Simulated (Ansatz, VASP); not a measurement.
# Ga: VASP beside Ansatz

File INCAR:

```
SYSTEM = Ga
ALGO     = Normal         ! electronic algorithm
EDIFF    = 1E-6           ! SCF threshold, eV
ENCUT    = 520            ! plane-wave cutoff, eV
GGA      = PE             ! functional
ISIF     = 2              ! what is computed and relaxed
ISMEAR   = -1             ! smearing method
LASPH    = .TRUE.         ! aspherical terms in the spheres
LCHARG   = .FALSE.        ! write CHGCAR
LREAL    = .FALSE.        ! projectors in reciprocal space
LWAVE    = .FALSE.        ! write WAVECAR
NBANDS   = 12             ! bands
NELM     = 60             ! most SCF steps
PREC     = Accurate       ! precision mode
SIGMA    = 0.08           ! smearing width, eV
```

File KPOINTS:

```
k-points
0
G
  16 16 16
  0 0 0
```

The input POSCAR:

```
Ga
1.0
    2.7530674529      0.0000000000      0.0000000000
    0.0000000000      2.7530674529      0.0000000000
    0.0000000000      0.0000000000      2.7530674529
Ga
1
Direct
    0.0000000000      0.0000000000      0.0000000000
```

Input for Ansatz:

```yaml
crystal:
  lattice:
    - [2.7530674529, 0.0, 0.0]
    - [0.0, 2.7530674529, 0.0]
    - [0.0, 0.0, 2.7530674529]
  atoms:
    - { symbol: Ga, position: [0.0, 0.0, 0.0] }
kpoints:
  mp_grid: { grid: [16, 16, 16] }
scf:
  occupations: { method: fermi_dirac, width: 0.08 }
hamiltonian:
  xc: pbe
  pseudopotentials: { kind: all_electron, lapw: { basis_error: 0.0005 } }
output:
  forces: true
  stress: true
  eigenvalues: true
```

Change from the starting cell: volume scaled by 1.04.

Alike in both runs: task single point; functional PBE; k mesh 16 × 16 × 16; occupations fermi-dirac, width 0.08 eV; no spin polarisation.

|  | VASP | Ansatz |
| --- | --- | --- |
| version | VASP 6.6.1 | Ansatz 0.2.0 |
| potentials or method | VASP PAW PBE potentials, release 64 (Ga_d) | all-electron LAPW, scalar-relativistic |
| plane-wave cutoff (eV) | 520 | see its input |

|  | VASP | Ansatz | Ansatz less VASP |
| --- | --- | --- | --- |
| pressure (GPa) | -1.6 | -1.6 | -0.03 |

Ansatz ran all-electron here, so the differences hold the error of VASP's frozen core and of both bases.
